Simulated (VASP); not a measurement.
# AlN (Fm-3m) in VASP: a series of runs, part 2 of 2

VASP 6.6.1.

### Step 3. Dielectric tensor, PBE

INCAR

```
ALGO     = Normal         # electronic algorithm
EDIFF    = 1E-8           # SCF threshold, eV
ENCUT    = 600            # plane-wave cutoff, eV
GGA      = PE             # functional
ISIF     = 2              # what is computed and relaxed
ISMEAR   = 0              # smearing method
LASPH    = True           # aspherical terms in the spheres
LCHARG   = False          # write CHGCAR
LEPSILON = True           # dielectric tensor by DFPT
LREAL    = False          # projectors in reciprocal space
LWAVE    = False          # write WAVECAR
NELM     = 100            # most SCF steps
PREC     = Accurate       # precision mode
SIGMA    = 0.01           # smearing width, eV
```

KPOINTS

```
k-points
0
Gamma
  5 5 5
```

POSCAR

```
AlN
1.0
    0.0000000000      2.0345180000      2.0345180000
    2.0345180000      0.0000000000      2.0345180000
    2.0345180000      2.0345180000      0.0000000000
Al N
1 1
Direct
    0.5000000000      0.5000000000      0.5000000000
    0.0000000000      0.0000000000      0.0000000000
```

Potentials or basis: VASP PAW PBE potentials, release 64 (Al, N).

On the command line:

```
> cat potpaw_PBE.64/Al/POTCAR potpaw_PBE.64/N/POTCAR > POTCAR
> mpirun -np 1 vasp_std > vasp.out
```

OUTCAR:

```text
EDIFF = 1E-8
   ENCUT = 600
   GGA = PE
   ISIF = 2
   ISMEAR = 0
   LASPH = True
   LEPSILON = True
   LREAL = False
   NELM = 100
   PREC = Accurate

 Found     10 irreducible k-points:

 Following reciprocal coordinates:
            Coordinates               Weight
  0.000000  0.000000  0.000000      1.000000
  0.200000  0.000000  0.000000      8.000000
  0.400000  0.000000  0.000000      8.000000
  0.200000  0.200000  0.000000      6.000000
  0.400000  0.200000  0.000000     24.000000
 -0.400000  0.200000  0.000000     24.000000
   k-points           NKPTS =     10   k-points in BZ     NKDIM =     10   number of bands    NBANDS=      8
   number of dos      NEDOS =    301   number of ions     NIONS =      2
   total plane-waves  NPLWV =  13824
   dimension x,y,z NGX =    24 NGY =   24 NGZ =   24
   dimension x,y,z NGXF=    48 NGYF=   48 NGZF=   48
   ions per type =               1   1
   NGX,Y,Z   is equivalent  to a cutoff of  13.87, 13.87, 13.87 a.u.
   NGXF,Y,Z  is equivalent  to a cutoff of  27.73, 27.73, 27.73 a.u.
 SYSTEM =  unknown system
   PREC   = accura    normal or accurate (medium, high low for compatibility)
   ISTART =      0    job   : 0-new  1-cont  2-samecut
   ICHARG =      2    charge: 1-file 2-atom 10-const
   ISPIN  =      1    spin polarized calculation?
   LNONCOLLINEAR =      F non collinear calculations
   LSORBIT =      F    spin-orbit coupling
   LASPH  =      T    aspherical Exc in radial PAW
   ENCUT  =  600.0 eV  44.10 Ry    6.64 a.u.   5.75  5.75  5.75*2*pi/ulx,y,z
   NELM   =    100;   NELMIN=  2; NELMDL= -5     # of ELM steps
   EDIFF  = 0.1E-07   stopping-criterion for ELM
   LREAL  =      F    real-space projection
   EDIFFG = 0.1E-06   stopping-criterion for IOM
   NSW    =      0    number of steps for IOM
   IBRION =     -1    ionic relax: 0-MD 1-quasi-New 2-CG
   NFREE  =      0    steps in history (QN), initial steepest desc. (CG)
   ISIF   =      2    stress and relaxation
   ISYM   =      2    0-nonsym 1-usesym 2-fastsym
   POTIM  = 0.5000    time-step for ionic-motion
   TEBEG  =    0.0;   TEEND  =   0.0 temperature during run
   PSTRESS=    0.0 pullay stress
   NELECT =       8.0000    total number of electrons
   NUPDOWN=      -1.0000    fix difference up-down
   EMIN   =  10.00;   EMAX   =-10.00  energy-range for DOS
   EFERMI =   0.00;   METHOD = LEGACY
   ISMEAR =     0;   SIGMA  =   0.01  broadening in eV -4-tet -1-fermi 0-gaus
   EFERMI_NEDOS =   21; number of points for ismear=-14 and -15
   IALGO  =     38    algorithm
   IMIX   =      4    mixing-type and parameters
     AMIX     =   0.40;   BMIX     =  1.00
     AMIX_MAG =   1.60;   BMIX_MAG =  1.00
  volume/ion in A,a.u.               =       8.42        56.83
  Fermi-wavevector in a.u.,A,eV,Ry     =   1.277321  2.413786 22.198561  1.631548
  Thomas-Fermi vector in A             =   2.409927
   LORBIT       =      0    0 simple, 1 ext, 2 COOP (PROOUT), +10 PAW based schemes
   GGA     = PE    functional components
   LHFCALC =     F    Hartree Fock is set to
   AEXX    =    0.0000 exact exchange contribution
   IVDW    =     0    specifies the selected vdW correction
   LEPSILON=     T    determine dielectric tensor
   LRPA    =     F    only Hartree local field effects (RPA)
 non-spin polarized calculation
 Gauss-broadening in eV      SIGMA  =   0.01
  energy-cutoff  :      600.00
  volume of cell :       16.84
 maximum number of plane-waves:       568
[... 81 lines left out ...]
  FORCE on cell =-STRESS in cart. coord.  units (eV):
  Direction    XX          YY          ZZ          XY          YZ          ZX
  --------------------------------------------------------------------------------------
  -------------------------------------------------------------------------------------
  Total       -0.0179114     -0.0179114     -0.0179114      0.0000000      0.0000000      0.0000000
  in kB       -1.7038296     -1.7038296     -1.7038296      0.0000000      0.0000000      0.0000000
  external PRESSURE =      -1.7038296 kB  Pullay stress =       0.0000000 kB

 VOLUME and BASIS-vectors are now :
 -----------------------------------------------------------------------------
  energy-cutoff  :      600.00
  volume of cell :       16.84
      direct lattice vectors                 reciprocal lattice vectors
     0.000000000  2.034518000  2.034518000    -0.245758455  0.245758455  0.245758455
     2.034518000  0.000000000  2.034518000     0.245758455 -0.245758455  0.245758455
     2.034518000  2.034518000  0.000000000     0.245758455  0.245758455 -0.245758455

 POSITION                                       TOTAL-FORCE (eV/Angst)
 -----------------------------------------------------------------------------------
      2.03452      2.03452      2.03452        -0.000000     -0.000000      0.000000
      0.00000      0.00000      0.00000         0.000000      0.000000     -0.000000
 -----------------------------------------------------------------------------------
    total drift:                                0.000000     -0.000000     -0.000000

  FREE ENERGIE OF THE ION-ELECTRON SYSTEM (eV)
  ---------------------------------------------------
  free  energy   TOTEN  =       -14.5277729588 eV

  energy  without entropy=      -14.5277729588  energy(sigma->0) =      -14.52777296

 HEAD OF MICROSCOPIC STATIC DIELECTRIC TENSOR (INDEPENDENT PARTICLE, excluding Hartree and local field effects)
 ------------------------------------------------------
           5.827086    -0.000000     0.000000
           0.000000     5.827086     0.000000
          -0.000000    -0.000000     5.827086
 ------------------------------------------------------

 Free energy of the ion-electron system (eV)
  ---------------------------------------------------
  ---------------------------------------------------
  free energy    TOTEN  =        -0.23673005 eV

  energy without entropy =       -0.23673005

------------------------ aborting loop because EDIFF is reached ----------------------------------------

--------------------------------------- Ionic step        2  -------------------------------------------

------------------------ aborting loop because EDIFF is reached ----------------------------------------

--------------------------------------- Ionic step        3  -------------------------------------------

 Free energy of the ion-electron system (eV)
  ---------------------------------------------------
  ---------------------------------------------------
  free energy    TOTEN  =        -0.23673005 eV

  energy without entropy =       -0.23673005

------------------------ aborting loop because EDIFF is reached ----------------------------------------

 PIEZOELECTRIC TENSOR FIELD DIRECTION 3  (e Angst)
 -----------------------------------------------------------------------------
     0.00058  0.00000 -0.00000           ( -0.00000  0.00000 -0.00000)
     0.00000  0.00058  0.00000           (  0.00000 -0.00000  0.00000)
    -0.00000  0.00000 -0.00144           ( -0.00000  0.00000 -0.00001)

 PIEZOELECTRIC TENSOR FIELD DIRECTION 3  (C/m^2)
 -----------------------------------------------------------------------------
     0.00055  0.00000 -0.00000
     0.00000  0.00055  0.00000
    -0.00000  0.00000 -0.00137

 MACROSCOPIC STATIC DIELECTRIC TENSOR (including local field effects in DFT)
 ------------------------------------------------------
           5.682723     0.000000    -0.000000
           0.000000     5.682723     0.000000
           0.000000     0.000000     5.682723
 ------------------------------------------------------

 PIEZOELECTRIC TENSOR (including local field effects)  for field in x, y, z        (e  Angst)
          XX          YY          ZZ          XY          YZ          ZX
  --------------------------------------------------------------------------------
  x     0.00000     0.00000     0.00000     0.00000     0.00000     0.00000
  y     0.00000     0.00000     0.00000     0.00000     0.00000     0.00000
  z     0.00000     0.00000     0.00000     0.00000     0.00000     0.00000

 PIEZOELECTRIC TENSOR (including local field effects)  for field in x, y, z        (C/m^2)
          XX          YY          ZZ          XY          YZ          ZX
  --------------------------------------------------------------------------------
  x     0.00000     0.00000     0.00000     0.00000     0.00000     0.00000
  y     0.00000     0.00000     0.00000     0.00000     0.00000     0.00000
  z     0.00000     0.00000     0.00000     0.00000     0.00000     0.00000

 BORN EFFECTIVE CHARGES (including local field effects) (in |e|, cummulative output)
 ---------------------------------------------------------------------------------
 ion    1
    1     3.07167     0.00000    -0.00000
    2    -0.00000     3.07167    -0.00000
    3     0.00000    -0.00000     3.07167
 ion    2
    1    -3.07167    -0.00000     0.00000
    2     0.00000    -3.07167     0.00000
    3    -0.00000     0.00000    -3.07167
```

It took 21 s on 1 thread of Intel Xeon Platinum 8375C at 2.90GHz (Ice Lake), shared host; peak memory 0.13 GiB.

These settings aren't checked as converged: the numbers below hold their error.

Results:

```yaml
Band_gap_on_the_k_mesh: 5.03 eV, indirect (least direct gap 5.40 eV)
Electronic_dielectric_tensor_diagonal: 5.68
Born_charges_mean_of_the_diagonal: Al +3.07; N -3.07 e
```

Caveat: the k mesh is coarse (spacing up to 0.53 Å⁻¹), so the values aren't converged; an odd mesh through Γ misses points on the zone boundary, where band edges often lie.

### Step 4. Dielectric tensor, PBE

Changes to INCAR since step 3:

```diff
@@ -2,3 +2,3 @@
 EDIFF    = 1E-8           # SCF threshold, eV
-ENCUT    = 600            # plane-wave cutoff, eV
+ENCUT    = 500            # plane-wave cutoff, eV
 GGA      = PE             # functional
```

KPOINTS

```
k-points
0
Gamma
  6 6 6
```

POSCAR is that of step 3.

Potentials or basis: VASP PAW PBE potentials, release 64 (Al, N).

On the command line:

```
> cat potpaw_PBE.64/Al/POTCAR potpaw_PBE.64/N/POTCAR > POTCAR
> mpirun -np 1 vasp_std > vasp.out
```

OUTCAR:

```text
EDIFF = 1E-8
   ENCUT = 500
   GGA = PE
   ISIF = 2
   ISMEAR = 0
   LASPH = True
   LEPSILON = True
   LREAL = False
   NELM = 100
   PREC = Accurate

 Found     16 irreducible k-points:

 Following reciprocal coordinates:
            Coordinates               Weight
  0.000000  0.000000  0.000000      1.000000
  0.166667  0.000000  0.000000      8.000000
  0.333333  0.000000  0.000000      8.000000
  0.500000  0.000000  0.000000      4.000000
  0.166667  0.166667  0.000000      6.000000
  0.333333  0.166667  0.000000     24.000000
   k-points           NKPTS =     16   k-points in BZ     NKDIM =     16   number of bands    NBANDS=      8
   number of dos      NEDOS =    301   number of ions     NIONS =      2
   total plane-waves  NPLWV =  13824
   dimension x,y,z NGX =    24 NGY =   24 NGZ =   24
[... 204 lines left out ...]
     0.00000  0.00040 -0.00000
     0.00000 -0.00000 -0.00105

 MACROSCOPIC STATIC DIELECTRIC TENSOR (including local field effects in DFT)
 ------------------------------------------------------
           5.398026     0.000000     0.000000
           0.000000     5.398026     0.000000
          -0.000000    -0.000000     5.398026
 ------------------------------------------------------

 PIEZOELECTRIC TENSOR (including local field effects)  for field in x, y, z        (e  Angst)
          XX          YY          ZZ          XY          YZ          ZX
  --------------------------------------------------------------------------------
  x     0.00000     0.00000     0.00000     0.00000     0.00000     0.00000
  y     0.00000     0.00000     0.00000     0.00000     0.00000     0.00000
  z     0.00000     0.00000     0.00000     0.00000     0.00000     0.00000

 PIEZOELECTRIC TENSOR (including local field effects)  for field in x, y, z        (C/m^2)
          XX          YY          ZZ          XY          YZ          ZX
  --------------------------------------------------------------------------------
  x     0.00000     0.00000     0.00000     0.00000     0.00000     0.00000
  y     0.00000     0.00000     0.00000     0.00000     0.00000     0.00000
  z     0.00000     0.00000     0.00000     0.00000     0.00000     0.00000

 BORN EFFECTIVE CHARGES (including local field effects) (in |e|, cummulative output)
 ---------------------------------------------------------------------------------
 ion    1
    1     3.01459     0.00000     0.00000
    2     0.00000     3.01459     0.00000
    3     0.00000     0.00000     3.01459
 ion    2
    1    -3.01459     0.00000     0.00000
    2     0.00000    -3.01459     0.00000
    3     0.00000     0.00000    -3.01459
```

OSZICAR:

```text
[... 16 lines left out ...]
RMM:   1    -0.208507528063E+00   -0.20851E+00   -0.75623E-01   944   0.259E+00
RMM:   2    -0.211383153479E+00   -0.28756E-02   -0.15229E-03   748   0.277E-01    0.686E-01
RMM:   3    -0.209187389520E+00    0.21958E-02   -0.22181E-03   736   0.401E-01    0.418E-01
RMM:   4    -0.220601886613E+00   -0.11414E-01   -0.33012E-03   745   0.508E-01    0.601E-02
RMM:   5    -0.222394823363E+00   -0.17929E-02   -0.67531E-05   761   0.812E-02    0.806E-03
RMM:   6    -0.222509650931E+00   -0.11483E-03   -0.59060E-07   788   0.897E-03    0.356E-03
RMM:   7    -0.222580179999E+00   -0.70529E-04   -0.17980E-07   780   0.497E-03    0.218E-04
RMM:   8    -0.222581981035E+00   -0.18010E-05   -0.46625E-10   791   0.285E-04    0.109E-04
RMM:   9    -0.222583153183E+00   -0.11721E-05    0.15147E-09   650   0.182E-04    0.612E-06
```

Wall time 26 s (1 thread of Intel Xeon Platinum 8375C at 2.90GHz (Ice Lake), shared host); peak memory 0.14 GiB.

These settings aren't checked as converged: the numbers below hold their error.

What came out:

```
Band gap on the k mesh                  : 4.42 eV, indirect (least direct gap 5.40 eV)
Electronic dielectric tensor (diagonal) : 5.40
Born charges (mean of the diagonal)     : Al +3.01; N -3.01 e
```

Caveat: the k mesh is coarse (spacing up to 0.45 Å⁻¹), so the values aren't converged.

### Step 5. For comparison

An earlier run on the cell as given: functional PBE; potentials or basis VASP PAW PBE potentials, release 64 (Al, N); cutoff 520 eV; k mesh 11 × 11 × 11; occupations fermi-dirac, width 0.05 eV; no spin polarisation.

* Pressure: 0.0 GPa
* Band gap on the k mesh: 4.55 eV, indirect (least direct gap 5.41 eV)
